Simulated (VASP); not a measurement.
# Pb (Fm-3m) in VASP: settings compared, part 2 of 2

VASP 6.6.1. The steps go on from the part before.

### Step 4. Relaxation of cell and atoms, revTPSS

INCAR

```
SYSTEM = Pb
ALGO     = Normal         ! electronic algorithm
EDIFF    = 1E-6           ! SCF threshold, eV
EDIFFG   = -0.02          ! ionic threshold
ENCUT    = 600            ! plane-wave cutoff, eV
IBRION   = 2              ! ionic algorithm
ISIF     = 3              ! what is computed and relaxed
ISMEAR   = 1              ! smearing method
LASPH    = .True.         ! aspherical terms in the spheres
LCHARG   = .False.        ! write CHGCAR
LMIXTAU  = .True.       
LREAL    = .False.        ! projectors in reciprocal space
LWAVE    = .False.        ! write WAVECAR
METAGGA  = RTPSS          ! meta-GGA
NELM     = 60             ! most SCF steps
NSW      = 60             ! ionic steps
PREC     = Accurate       ! precision mode
SIGMA    = 0.1            ! smearing width, eV
```

KPOINTS

```
k-points
0
Gamma
  9 9 9
  0 0 0
```

POSCAR

```
Pb
1.0
    0.0000000000      2.4750200000      2.4750200000
    2.4750200000      0.0000000000      2.4750200000
    2.4750200000      2.4750200000      0.0000000000
Pb
1
Direct
    0.0000000000      0.0000000000      0.0000000000
```

Potentials or basis: VASP PAW PBE potentials, release 64 (Pb_d).

The run is started by

```
> cat potpaw_PBE.64/Pb_d/POTCAR > POTCAR
> mpirun -np 1 vasp_std > vasp.out
```

OUTCAR:

```text
SYSTEM = Pb
   EDIFF = 1E-6
   EDIFFG = -0.02
   ENCUT = 600
   IBRION = 2
   ISIF = 3
   ISMEAR = 1
   LASPH = .True.
   LREAL = .False.
   METAGGA = RTPSS
   NELM = 60
   NSW = 60
   PREC = Accurate

 ion  position               nearest neighbor table
   1  0.000  0.000  0.000-

  LATTYP: Found a face centered cubic cell.
 ALAT       =     4.9500400000

  Lattice vectors:

 A1 = (   0.0000000000,   2.4750200000,   2.4750200000)
 A2 = (   2.4750200000,   0.0000000000,   2.4750200000)
 A3 = (   2.4750200000,   2.4750200000,   0.0000000000)

Analysis of symmetry for initial positions (statically):
=====================================================================
 Subroutine PRICEL returns:
 Original cell was already a primitive cell.

 Routine SETGRP: Setting up the symmetry group for a
 face centered cubic supercell.

 Subroutine GETGRP returns: Found 48 space group operations
 (whereof 48 operations were pure point group operations)
 out of a pool of 48 trial point group operations.

The static configuration has the point symmetry O_h .

Analysis of symmetry for dynamics (positions and initial velocities):
=====================================================================
 Subroutine PRICEL returns:
 Original cell was already a primitive cell.

 Routine SETGRP: Setting up the symmetry group for a
 face centered cubic supercell.

 Subroutine GETGRP returns: Found 48 space group operations
[... 224 lines left out ...]
  ---------------------------------------------------
  ext. energy  EPLUGINS =         0.00000000
  ---------------------------------------------------
  free energy    TOTEN  =        40.09217189 eV

  energy without entropy =       40.09290426  energy(sigma->0) =       40.09241601

 E-fermi :   7.1115     XC(G=0): -10.4928

 val. band max:        6.8898504549   @ k =  -0.3333   0.3333   0.1111
 cond. band min:       7.1169855447   @ k =  -0.2222   0.3333   0.1111
 fundamental gap:      0.2271350898
 Fermi energy:         7.1115253724

 k-point     1 :       0.0000    0.0000    0.0000
  band No.  band energies     occupation
      1      -9.9383      2.00000
      2      -9.9383      2.00000
      3      -9.9383      2.00000
      4      -9.7929      2.00000
      5      -9.7929      2.00000
      6      -4.5754      2.00000
      7      14.8318      0.00000
      8      14.8318      0.00000
      9      14.8318      0.00000
     10      17.0774      0.00000
     11      18.5745      0.00000
[... 309 lines left out ...]
 k-point    24 :       0.4444    0.4444    0.0000
  band No.  band energies     occupation
      1     -10.1010      2.00000
      2     -10.0072      2.00000
      3      -9.6704      2.00000
      4      -9.6328      2.00000
      5      -9.6328      2.00000
      6       0.1208      2.00000
      7       4.5297      2.00000
      8       9.4575      0.00000
      9       9.4575      0.00000
     10      12.5864      0.00000
     11      13.9116      0.00000

 [... further k-points ...]

------------------------ aborting loop because EDIFF is reached ----------------------------------------

  FORCE on cell =-STRESS in cart. coord.  units (eV):
  Direction    XX          YY          ZZ          XY          YZ          ZX
  --------------------------------------------------------------------------------------
  -------------------------------------------------------------------------------------
  Total       -0.0014773     -0.0014773     -0.0014773     -0.0000000      0.0000000     -0.0000000
  in kB       -0.0784195     -0.0784195     -0.0784195     -0.0000000      0.0000000     -0.0000000
  external PRESSURE =      -0.0784195 kB  Pullay stress =       0.0000000 kB
[... 16 lines left out ...]
  FREE ENERGIE OF THE ION-ELECTRON SYSTEM (eV)
  ---------------------------------------------------
  free  energy   TOTEN  =        40.0921718930 eV

  energy  without entropy=       40.0929042565  energy(sigma->0) =       40.09241601

 reached required accuracy - stopping structural energy minimisation
```

OSZICAR:

```text
N       E                     dE             d eps       ncg     rms          rms(c)
DAV:   1     0.152101118648E+03    0.15210E+03   -0.80656E+03   776   0.170E+03
DAV:   2     0.430962283312E+02   -0.10900E+03   -0.10624E+03   782   0.366E+02
DAV:   3     0.378693138435E+02   -0.52269E+01   -0.51689E+01   936   0.100E+02
[... 27 lines left out ...]
DAV:   4     0.400921752426E+02   -0.23385E-04   -0.13283E-04   815   0.223E-01    0.542E-03
DAV:   5     0.400921716838E+02   -0.35588E-05   -0.38904E-06   890   0.264E-02    0.326E-03
DAV:   6     0.400921750935E+02    0.34097E-05   -0.83076E-07   504   0.151E-02    0.300E-03
DAV:   7     0.400921720942E+02   -0.29993E-05   -0.73151E-06   863   0.635E-02    0.117E-03
DAV:   8     0.400921718930E+02   -0.20117E-06   -0.65934E-07   400   0.182E-02
   3 F= 0.40092172E+02 E0= 0.40092416E+02  d E =-.118773E-03
```

Wall time 83 s (1 thread of Intel Xeon Platinum 8488C (Sapphire Rapids), shared host); peak memory 0.18 GiB.

What came out:

* Free energy: 40.0922 eV
* Relaxed volume: 30.18 Å³/atom
* Relaxed cell: a = 3.495 Å, b = 3.495 Å, c = 3.495 Å, α = 60.00°, β = 60.00°, γ = 60.00°
* Space group after relaxing (to 0.05 Å): Fm-3m (No. 225)
* Energy gained by relaxing: 0.1 meV/atom
* Ionic steps: 3
* Pressure after relaxing: 0.0 GPa
* Band gap on the k mesh: none (metal or under the smearing width)

Step by step:
| step | energy change (eV) | largest force (eV/Å) | pressure (GPa) | volume (Å³) |
| --- | --- | --- | --- | --- |
| 1 | 0.0000 | 0.0000 | -0.32 | 30.32 |
| 2 | -0.0001 | 0.0000 | 0.18 | 30.06 |
| 3 | -0.0001 | 0.0000 | -0.01 | 30.18 |

Final structure:
```
Pb
1.0
     0.00000    2.47122    2.47122
     2.47122    0.00000    2.47122
     2.47122    2.47122    0.00000
Pb
1
Direct
  0.00000 0.00000 0.00000
```

Caveat: the PAW data sets were made with another functional, which shifts forces and pressure a little.

### Step 5. Relaxation of cell and atoms, r2SCAN+D3(BJ)

INCAR

```
PREC = Accurate
ENCUT = 600
EDIFF = 1E-6
ISMEAR = 1
SIGMA = 0.1
LREAL = False
LASPH = True
NELM = 80
ALGO = Normal
ISIF = 3
LWAVE = False
LCHARG = False
METAGGA = R2SCAN
LMIXTAU = True
IVDW = 12
VDW_S6 = 1.0
VDW_S8 = 0.78981345
VDW_A1 = 0.49484001
VDW_A2 = 5.73083694
IBRION = 2
NSW = 40
EDIFFG = -0.02
```

KPOINTS

```
Automatic mesh
0
Gamma
  9 9 9
```

POSCAR is that of step 4.

The run is started by

```
> cat potpaw_PBE.64/Pb_d/POTCAR > POTCAR
> mpirun -np 1 vasp_std > vasp.out
```

Wall time 64 s (1 thread of Intel Xeon Platinum 8488C (Sapphire Rapids), shared host); peak memory 0.18 GiB.

It converged, with:

- Free energy: -56.4883 eV
- Relaxed volume: 30.41 Å³/atom
- Relaxed cell: a = 3.504 Å, b = 3.504 Å, c = 3.504 Å, α = 60.00°, β = 60.00°, γ = 60.00°
- Space group after relaxing (to 0.05 Å): Fm-3m (No. 225)
- Energy gained by relaxing: 0.0 meV/atom
- Ionic steps: 2
- Pressure after relaxing: 0.0 GPa
- Band gap on the k mesh: none (metal or under the smearing width)
- Dispersion energy per atom: -0.194 eV

Final structure:
```
Pb
1.0
     0.00000    2.47753    2.47753
     2.47753    0.00000    2.47753
     2.47753    2.47753    0.00000
Pb
1
Cartesian
  2.4775 2.4775 0.0000
```

Levels at points of the mesh, in eV from the Fermi level:
```tsv
k point	band 3	band 4	band 5	band 6	band 7	band 8	band 9	band 10	band 11
(0.00, 0.00, 0.00)	-17.56	-17.41	-17.41	-12.11	7.88	7.88	7.88	10.58	12.42
```

Caveat: the PAW data sets were made with another functional, which shifts forces and pressure a little; pairwise dispersion overbinds metals, which lowers pressure and volume. Spin-orbit coupling is left out, which matters for the levels of Pb.

### Step 6. Relaxation of the atoms, r2SCAN (cell strained at random at fixed volume)

run.py

```python
from ase.calculators.vasp import Vasp
from ase.io import read

atoms = read('POSCAR')
calc = Vasp(
    directory='calc',
    xc='r2scan',
    pp='PBE',
    setups='recommended',
    prec='Accurate',
    encut=520,
    ediff=1e-07,
    ismear=1,
    sigma=0.1,
    lreal=False,
    lasph=True,
    nelm=60,
    algo='Normal',
    isif=2,
    lwave=False,
    lcharg=False,
    lmixtau=True,
    ibrion=2,
    nsw=40,
    ediffg=-0.005,
    kpts=[7, 7, 7],
    gamma=True,
)
atoms.calc = calc

print('energy (eV):', atoms.get_potential_energy())
print('free energy (eV):', atoms.get_potential_energy(force_consistent=True))
print('forces (eV/A):')
print(atoms.get_forces())
print('stress (eV/A^3, Voigt):', atoms.get_stress())
print('Fermi level (eV):', calc.get_fermi_level())
print('cell (A, degrees):', atoms.cell.cellpar())
print('volume (A^3):', atoms.get_volume())
print('scaled positions:')
print(atoms.get_scaled_positions())
```

POSCAR

```
Pb
1.0
   -0.0159760000      2.4621760000      2.4650880000
    2.4658500000     -0.0087910000      2.4579030000
    2.4808430000      2.4699840000     -0.0237840000
Pb
1
Direct
   -0.0017800000      0.0030650000      0.0007940000
```

Potentials or basis: VASP PAW PBE potentials, release 64 (Pb_d).

The run is started by

```
> python run.py
```

Log:

```text
energy (eV): -56.28362033
free energy (eV): -56.28360656
forces (eV/A):
[[ 0. -0. -0.]]
stress (eV/A^3, Voigt): [-0.01152837 -0.01021677 -0.01103846 -0.00078576 -0.0018597   0.00067028]
Fermi level (eV): 7.11661589
cell (A, degrees): [ 3.48413902  3.48163477  3.50085256 60.30962033 60.62429068 60.36660708]
volume (A^3): 30.322579172629524
scaled positions:
[[9.9822e-01 3.0650e-03 7.9400e-04]]
```

OUTCAR:

```text
ENCUT = 520.000000
   EDIFF = 1.00e-07
   EDIFFG = -5.00e-03
   METAGGA = R2SCAN
   PREC = Accurate
   IBRION = 2
   ISIF = 2
[... 566 lines left out ...]
     -0.00642      2.45973      2.46821         0.000000     -0.000000     -0.000000
 -----------------------------------------------------------------------------------
    total drift:                               -0.000004      0.000004      0.000002

  FREE ENERGIE OF THE ION-ELECTRON SYSTEM (eV)
  ---------------------------------------------------
  free  energy   TOTEN  =       -56.2836065611 eV

  energy  without entropy=      -56.2836478723  energy(sigma->0) =      -56.28362033

 reached required accuracy - stopping structural energy minimisation
```

INCAR:

```text
ENCUT = 520.000000
SIGMA = 0.100000
EDIFF = 1.00e-07
EDIFFG = -5.00e-03
ALGO = Normal
METAGGA = R2SCAN
PREC = Accurate
IBRION = 2
ISIF = 2
ISMEAR = 1
NELM = 60
NSW = 40
LASPH = .TRUE.
LCHARG = .FALSE.
LWAVE = .FALSE.
LMIXTAU = .TRUE.
LREAL = .FALSE.
```

Wall time 3.1 min (1 thread of Intel Xeon Platinum 8488C (Sapphire Rapids), shared host); peak memory 0.2 GiB.

Results:

| Property | Result |
| --- | --- |
| Free energy | -56.2836 eV |
| Pressure after relaxing | 1.8 GPa |
| Band gap on the k mesh | none (metal or under the smearing width) |

Stress tensor (GPa, compression positive):
```
 1.85 -0.11  0.30
-0.11  1.64  0.13
 0.30  0.13  1.77
```

Final structure:
```
Pb
1.0
    -0.01598    2.46218    2.46509
     2.46585   -0.00879    2.45790
     2.48084    2.46998   -0.02378
Pb
1
Direct
  0.99822 0.00307 0.00079
```

Levels at points of the mesh, in eV from the Fermi level:
| k point | band 5 | band 6 | band 7 | band 8 | band 9 | band 10 |
| --- | --- | --- | --- | --- | --- | --- |
| (0.00, 0.00, 0.00) | -17.45 | -12.19 | 7.67 | 7.83 | 8.01 | 10.54 |

Caveat: the relaxation stopped at its first step, so nothing moved; the PAW data sets were made with another functional, which shifts forces and pressure a little.

### Step 7. The reference run

An earlier run on the cell as given: functional PBE; potentials or basis VASP PAW PBE potentials, release 64 (Pb_d); cutoff 520 eV; k mesh 9 × 9 × 9; occupations fermi-dirac, width 0.05 eV; no spin polarisation.

- Pressure: 2.2 GPa
- Band gap on the k mesh: none (metal or under the smearing width)

### Step 8. Overview

| task | level | potentials or basis | cell | k mesh | cutoff (eV) | smearing | optimiser | gap on the mesh (eV) | pressure (GPa) | relaxed volume (Å³/atom) |
| --- | --- | --- | --- | --- | --- | --- | --- | --- | --- | --- |
| relaxation of cell and atoms | PBE | VASP PAW PBE potentials, release 64 (Pb_d_GW) | relaxed | 9 × 9 × 9 | 630 | fermi-dirac 0.05 eV | - | none | 0.0 | 31.87 |
| relaxation of cell and atoms | r2SCAN | VASP PAW PBE potentials, release 64 (Pb_d) | relaxed | 9 × 9 × 9 | 600 | methfessel-paxton 0.1 eV | - | none | 0.0 | 31.04 |
| relaxation of cell and atoms | revTPSS | VASP PAW PBE potentials, release 64 (Pb_d) | relaxed | 9 × 9 × 9 | 600 | methfessel-paxton 0.1 eV | - | none | 0.0 | 30.18 |
| relaxation of cell and atoms | r2SCAN+D3(BJ) | VASP PAW PBE potentials, release 64 (Pb_d) | relaxed | 9 × 9 × 9 | 600 | methfessel-paxton 0.1 eV | - | none | 0.0 | 30.41 |
| relaxation of the atoms | r2SCAN | VASP PAW PBE potentials, release 64 (Pb_d) | atoms relaxed from: cell strained at random at fixed volume | 7 × 7 × 7 | 520 | methfessel-paxton 0.1 eV | vasp | none | 1.8 | - |
| single point | PBE | VASP PAW PBE potentials, release 64 (Pb_d) | as given | 9 × 9 × 9 | 520 | fermi-dirac 0.05 eV | - | none | 2.2 | - |

Alike in all rows: no spin polarisation.

Caveats: the PAW data sets were made with another functional, which shifts forces and pressure a little (some runs); pairwise dispersion overbinds metals, which lowers pressure and volume (some runs); the relaxation stopped at its first step, so nothing moved (some runs).

Absolute energies hang on the potentials; compare differences alone.

### Step 9. How close it comes

Step 2. The cell as given is a measured one (30.32 Å³/atom); PBE puts the equilibrium volume +5.1 % from it, thermal expansion not counted.

Step 3. The cell as given is a measured one (30.32 Å³/atom); r2SCAN puts the equilibrium volume +2.4 % from it, thermal expansion not counted.

Step 4. The cell as given is a measured one (30.32 Å³/atom); revTPSS puts the equilibrium volume -0.5 % from it, thermal expansion not counted.

Step 5. The cell as given is a measured one (30.32 Å³/atom); r2SCAN+D3(BJ) puts the equilibrium volume +0.3 % from it, thermal expansion not counted.
